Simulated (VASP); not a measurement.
Input of a VASP 6.6.1 run:

Contents of INCAR:

```
SYSTEM = Zr
  PREC = Accurate
  ENCUT = 520
  EDIFF = 1E-7
  ISMEAR = 0
  SIGMA = 0.15
  LREAL = .False.
  LASPH = .True.
  NELM = 100
  ALGO = Fast
  ISIF = 2
  LWAVE = .False.
  LCHARG = .True.
  GGA = PS
  LELF = .True.
  LVHAR = .True.
  NBANDS = 12
```

Contents of KPOINTS:

```
regular mesh
0
Gamma
  18 18 18
  0 0 0
```

File POSCAR:

```
Zr
1.0
    0.0986562500      2.2550000000      2.2550000000
    2.2550000000      0.0986562500      2.2550000000
    2.3536562500      2.3536562500      0.0000000000
Zr
1
Direct
    0.0000000000      0.0000000000      0.0000000000
```

Potentials or basis: VASP PAW PBE potentials, release 64 (Zr_sv).

Command:

```bash
$ cat potpaw_PBE.64/Zr_sv/POTCAR > POTCAR
$ mpirun -np 1 vasp_std > vasp.out
```

**Question.** Estimate the pressure.

**Answer.** -2.5 GPa.

**Question.** Estimate the band gap on the k mesh.

**Answer.** None (metal or under the smearing width).

Stress tensor (GPa, compression positive):
```
-2.16 -3.83  0.00
-3.83 -2.16  0.00
 0.00  0.00 -3.04
```

Caveat: the PAW data sets were made with another functional, which shifts forces and pressure a little.
